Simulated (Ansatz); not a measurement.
Method: DFT PBE, scalar-relativistic, plane waves, PAW in Ansatz. All cells share a 420 eV cutoff and Γ-centred k meshes spaced at most about 0.3 Å⁻¹ (about 0.25 or finer for metals, 2π included). Spin is collinear in cells that carry moments; the others ran without spin or lost their moments.

These are static total energies at zero pressure.

Question: Order these relaxed structures of CoH4 by energy, lowest first, with the energy over the lowest of them.
1.
(no moments)
```
CELL_PARAMETERS angstrom
2.37682 0.00000 0.00000
-1.18841 2.05838 0.00000
0.00000 0.00000 8.44717
ATOMIC_POSITIONS crystal
Co 0.00000 0.00000 0.00000
H 0.33333 0.66667 0.88622
H 0.33333 0.66667 0.50001
H 0.66667 0.33333 0.11378
H 0.66667 0.33333 0.49999
```

2.
(parallel moments up to 1.0 μB)
```
CELL_PARAMETERS angstrom
2.95353 0.00000 0.00000
0.00000 2.95353 0.00000
0.00000 0.00000 2.67840
ATOMIC_POSITIONS crystal
Co 0.00000 0.00000 0.00000
H 0.50000 0.50000 0.84922
H 0.50000 0.50000 0.15078
H 0.00000 0.50000 0.50000
H 0.50000 0.00000 0.50000
```

Answer: 1 (0 meV/atom), 2 (262 meV/atom). Forms: cell 1 P-3m1; cell 2 P4/mmm. Counting H atoms around Co (those within 1.25 times the shortest such distance or 1.15 times the sum of covalent radii): cell 1 has Co 6; cell 2 has Co 16. Cell 2 holds H–H pairs (shortest 0.81 Å); in cell 1 the shortest H–H distance is 1.37 Å. Both come from invented guesses. The lowest form computed isn't among them: it has space group P1 (No. 1), 9.2 Å³/atom and lies 292 meV/atom below the best shown. Even the lowest of the cells shown lies +0.37 eV/atom against the elements.

No dispersion correction is applied, so the spacing and binding between layers, chains or molecules are poorly described (P-3m1), and this can change margins and order among such cells. With hydrogen, zero-point motion can shift such differences by 10 meV/atom or more. The magnetic state reached may not be the lowest. Cells relaxed within their symmetry can be saddle points. Some types were kept out of the candidates beforehand, so the set may lack a known form.
